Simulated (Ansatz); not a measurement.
Cr in Ansatz: convergence with xc grid

Cr:

```xyz
1
Lattice="-0.0174 1.8156 1.8107 1.8310 -0.0170 1.8103 1.8559 1.8401 -0.0419" Properties=species:S:1:pos:R:3 pbc="T T T"
Cr    0.0000    0.0000    0.0000
```

This isn't the form of Cr at room conditions, which is bcc.

| Property | Result |
| --- | --- |
| Program | Ansatz 0.2.0 |
| Task | convergence study |
| Functional | PBEsol |
| Potentials or basis | Ansatz PAW |
| Cutoff | 420 eV (not typed: the program's choice for these potentials) |
| k mesh | 9 × 9 × 9 |
| Occupations | fermi-dirac, width 0.1 eV |
| Spin | collinear spin, ferromagnetic start |
| Starting moments | [3.0] μB |

These are the settings of the first run; the series varies xc grid, with any setting tied to it.

Hardware: 2 threads of Arm Neoverse V2 (shared host).

```csv
xc grid,"energy less the tightest run, at zero smearing (meV/atom)",SCF cycles,CPU time (s),peak memory (GiB)
1,0.01,11,9.6,0.37
2,0.00,11,9.7,0.38
3,0.00,11,9.7,0.38
4,0.00,11,9.9,0.39
5,0.00,11,10,0.4
```

Against the tightest run, the energy stays within 1 meV/atom from 1 on. The tightest run that finished is the yardstick and may itself not be fully converged.

Caveat, for the tightest run too: the starting moments collapsed, and a magnetic state may lie lower; the starting moments weren't kept.
